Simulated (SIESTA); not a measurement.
# Cu under changes of volume

One of the cells (12.047 Å³/atom); the others are scaled copies at fixed shape and fractional positions:

```
Cu
1.0
     0.00000    1.81947    1.81947
     1.81947    0.00000    1.81947
     1.81947    1.81947    0.00000
Cu
1
Cartesian
  0.0000 0.0000 0.0000
```

```yaml
Program: SIESTA 5.4.2
Functional: PBEsol
Potentials_or_basis: PseudoDojo 0.4 standard (PBEsol files)
Basis: DZP (energy shift 0.003 Ry; two zetas on semicore shells)
Grid_cutoff: 800 Ry
Energy_shift: 0.003 Ry
k_mesh: 13 × 13 × 13
Occupations: fermi-dirac, width 0.05 eV
Spin: no spin polarisation
```

| volume (Å³/atom) | energy over the lowest point (meV/atom) | pressure (GPa) |
| --- | --- | --- |
| 11.102 | 1.26 | 2.6 |
| 11.338 | 0.00 | -0.8 |
| 11.574 | 3.60 | -4.2 |
| 12.047 | 24.96 | -9.8 |
| 12.283 | ? | ? |
| 12.519 | 60.23 | -13.8 |

Task: What does the run at 12.283 Å³/atom give?

Result: Energy over the lowest point 40.88 meV/atom; pressure -11.8 GPa.

Worked out: A Birch-Murnaghan fit of order 3 (a polynomial in V^(-2/3)) to the other rows has its minimum at 11.28 Å³/atom with B0 = V·E''(V) = 178 GPa and B' = 5.5. It gives 41.04 meV/atom at 12.283 Å³/atom, against the run's 40.88, and -dE/dV = -12.0 GPa, against -11.8.

Energies are extrapolated to zero smearing.

Caveats: short orbitals over semicore shells can move pressures by several GPa; the basis of atomic orbitals isn't converged, which shifts pressures, moduli and gaps.
